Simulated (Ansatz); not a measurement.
Wanted: the native input for an Ansatz 0.2.0 run.

```
Task                : relaxation of cell and atoms
Functional          : r2SCAN
Potentials or basis : Ansatz PAW
Cutoff              : 500 eV (not typed: the program's choice for these potentials)
k mesh              : 10 × 10 × 6
Occupations         : fermi-dirac, width 0.05 eV
Spin                : no spin polarisation
```

Ge:

```
Ge
1.0
     1.48805   -2.59469    0.00000
     1.48805    2.59469    0.00000
     0.00000    0.00000    4.72760
Ge
2
Direct
  0.33345 0.66655 0.25000
  0.66655 0.33345 0.75000
```

This isn't the form of Ge at room conditions, which is diamond.

The input as run:

input.yaml

```yaml
crystal:
  lattice:
    - [1.488052925, -2.59468961, 0.0]
    - [1.488052925, 2.59468961, 0.0]
    - [0.0, 0.0, 4.72759579]
  atoms:
    - { symbol: Ge, position: [0.33344663, 0.66655337, 0.25] }
    - { symbol: Ge, position: [0.66655337, 0.33344663, 0.75] }
hamiltonian:
  xc: r2scan
  pseudopotentials: { kind: paw }
kpoints:
  mp_grid: { grid: [10, 10, 6] }
scf:
  occupations: { method: fermi_dirac, width: 0.05 }
output:
  forces: true
  stress: true
  eigenvalues: true
relax:
  f_tol: 0.01
  max_steps: 40
  cell: { stress_tol: 0.05 }
```

Potentials or basis: Ansatz PAW.

Launch:

```sh
$ ansatz run input.yaml --threads 2 --pin off --max-ram 5632MiB --backend cpu --events-out ev --progress --plain --runs-dir out
```

It gave:

```yaml
Relaxed_volume: 18.65 Å³/atom
Relaxed_cell: a = 2.870 Å, b = 2.870 Å, c = 5.229 Å, α = 90.00°, β = 90.00°, γ = 119.99°
Space_group_after_relaxing_to_0.05_Å: P6/mmm (No. 191)
Energy_gained_by_relaxing: 179.6 meV/atom
Ionic_steps: 21
Pressure_after_relaxing: 0.0 GPa
Band_gap_on_the_k_mesh: none (metal or under the smearing width)
```

Caveat: the plane-wave basis is chosen anew once the cell has moved, so the energies of steps on either side of that aren't comparable; the PAW data sets come from PBE, with cores solved anew for the run's functional, which leaves a small shift of forces and pressure.

It took 87 s on 2 threads of Arm Neoverse V2, with other jobs on the host, peak memory 0.48 GiB.
